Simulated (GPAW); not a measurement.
MgB2:

```
Mg B
1.0
     3.08500    0.00000    0.00000
    -1.54250    2.67169    0.00000
     0.00000    0.00000    3.52300
Mg B
1 2
Direct
  0.00000 0.00000 0.00000
  0.66667 0.33333 0.50000
  0.33333 0.66667 0.50000
```

- Program: GPAW 26.7.0
- Task: relaxation of cell and atoms
- Functional: PBEsol
- Dispersion: D3
- Potentials or basis: PAW data sets generated in the run's folder for this functional
- Cutoff: 800 eV
- Basis: pw
- k mesh: 7 × 7 × 6
- Occupations: fermi-dirac, width 0.05 eV
- Spin: no spin polarisation

At the start: pressure -6.2 GPa; volume 9.68 Å³/atom.

Task: How do energy, volume and symmetry change on relaxing?

Result: Over 7 steps the energy falls by 7.6 meV/atom and the volume is 9.29 Å³/atom (-4.0 %); space group P6/mmm (No. 191, to 0.05 Å).

Step by step:
```csv
step,energy change (eV),largest force (eV/Å),pressure (GPa),volume (Å³)
1,0.0000,0.0000,-6.23,29.04
2,-0.0057,0.0000,-5.47,28.88
3,-0.0225,0.0000,0.10,27.86
4,-0.0226,0.0000,-0.10,27.89
5,-0.0227,0.0000,-0.26,27.91
6,-0.0228,0.0000,-0.29,27.90
7,-0.0228,0.0000,-0.15,27.87
```

Final structure:
```
Mg B
1.0
     3.04307    0.00000    0.00000
    -1.52153    2.63537    0.00000
     0.00000    0.00000    3.47463
Mg B
1 2
Direct
  0.00000 0.00000 0.00000
  0.66667 0.33333 0.50000
  0.33333 0.66667 0.50000
```

Caveat: later steps reuse the first step's grids; pairwise dispersion overbinds metals, which lowers pressure and volume.
